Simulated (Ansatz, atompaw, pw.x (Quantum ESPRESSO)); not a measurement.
## pw.x on fcc Cl: one setting changed

Potential: PAW, atompaw 4.2.0.5, PBE; core [Ne], reference 3s2 3p5; waves: 3s (bound): rc 1.55 bohr; 3s channel at 1.4 Ry: rc 1.55 bohr; 3p (bound): rc 1.55 bohr; 3p channel at -0.3 Ry: rc 1.55 bohr; 3d channel at 0.25 Ry: rc 1.40 bohr; local part: ultrasoft scheme with l = 3 at 0 Ry, radius 0.76 bohr; core correction: smooth core density matched at 1.50 bohr; augmentation: sinc compensation charge, radius 1.55 bohr; PAW radius 1.55 bohr; waves and projectors: custom rrkj gramschmidtortho.

The reference run (k-mesh 13³, cutoffs 45/450 Ry, Fermi–Dirac 0.01 Ry, mixing_beta 0.4, conv_thr 1e-9, no spin) gives -0.06 GPa at 21.767 Å³/atom, where all-electron LAPW gives -0.06 GPa. This run, with its own iteration cap, changes ecutrho/ecutwfc to 2.

```
&control
  calculation='scf', prefix='x', pseudo_dir='./', outdir='./tmp', tstress=.true., disk_io='none'
/
&system
  ibrav=0, nat=1, ntyp=1, ecutwfc=45, ecutrho=90, nbnd=11,
  occupations='smearing', smearing='fd', degauss=0.01
/
&electrons
  conv_thr=1e-09, mixing_beta=0.4, electron_maxstep=50
/
ATOMIC_SPECIES
Cl 1.0 Cl.UPF
CELL_PARAMETERS angstrom
  0.00000000 2.21610089 2.21610089
  2.21610089 0.00000000 2.21610089
  2.21610089 2.21610089 0.00000000
ATOMIC_POSITIONS crystal
Cl 0.0000 0.0000 0.0000
K_POINTS automatic
13 13 13 0 0 0
```

```bash
pw.x < Cl.scf.in > Cl.scf.out
```

Problem. How does the run end?

Solution. It converges in 9 iterations; the free energy moves by -7.4 meV/atom and the pressure by +0.02 GPa. Below 4 the density is truncated and F is no longer variational, so a small shift in one case is no licence.

```
Message from routine set_cutoff:
     ecutrho < 4*ecutwfc, are you sure?
     Message from routine setup:
     using ibrav=0 with symmetry is DISCOURAGED, use correct ibrav instead
     lattice parameter (alat)  =       5.9225  a.u.
     unit-cell volume          =     146.8910 (a.u.)^3
     number of electrons       =         7.00
     number of Kohn-Sham states=           11
     kinetic-energy cutoff     =      45.0000  Ry
     charge density cutoff     =      90.0000  Ry
     scf convergence threshold =      1.0E-09
     Exchange-correlation= SLA PW PBX PBC
     number of k points=    84  Fermi-Dirac smearing, width (Ry)=  0.0100
     negative rho (up, down):  5.145E-04 0.000E+00
     iteration #  1     ecut=    45.00 Ry     beta= 0.40
     negative rho (up, down):  5.521E-04 0.000E+00
     total energy              =     -79.27005088 Ry
     estimated scf accuracy    <       0.00021377 Ry
     iteration #  2     ecut=    45.00 Ry     beta= 0.40
     negative rho (up, down):  5.848E-04 0.000E+00
     total energy              =     -79.27010050 Ry
     estimated scf accuracy    <       0.00002530 Ry
     iteration #  3     ecut=    45.00 Ry     beta= 0.40
     negative rho (up, down):  5.665E-04 0.000E+00
     total energy              =     -79.27012436 Ry
     estimated scf accuracy    <       0.00000420 Ry
     [... 3 iterations left out ...]
     iteration #  7     ecut=    45.00 Ry     beta= 0.40
     negative rho (up, down):  5.514E-04 0.000E+00
     total energy              =     -79.27013220 Ry
     estimated scf accuracy    <       0.00000006 Ry
     iteration #  8     ecut=    45.00 Ry     beta= 0.40
     negative rho (up, down):  5.520E-04 0.000E+00
     total energy              =     -79.27013250 Ry
     estimated scf accuracy    <          1.3E-09 Ry
     iteration #  9     ecut=    45.00 Ry     beta= 0.40
     negative rho (up, down):  5.531E-04 0.000E+00
     the Fermi energy is     2.8004 ev
!    total energy              =     -79.27013249 Ry
     estimated scf accuracy    <          3.7E-10 Ry
     smearing contrib. (-TS)   =      -0.00832780 Ry
     The total energy is F=E-TS. E is the sum of the following terms:
     one-electron contribution =       0.09067532 Ry
     hartree contribution      =       3.61410935 Ry
     xc contribution           =      -5.78712924 Ry
     ewald contribution        =     -26.82279099 Ry
     one-center paw contrib.   =     -50.35666914 Ry
     convergence has been achieved in   9 iterations
     negative rho (up, down):  5.531E-04 0.000E+00
          total   stress  (Ry/bohr**3)                   (kbar)     P=       -0.37
     Message from routine punch:
     Nothing written, as per user request (disk_io='none')
```

The run took about 11 s on one core of a shared host (Intel(R) Xeon(R) Platinum 8259CL CPU @ 2.50GHz, 96 threads, 755 GiB, load 46).
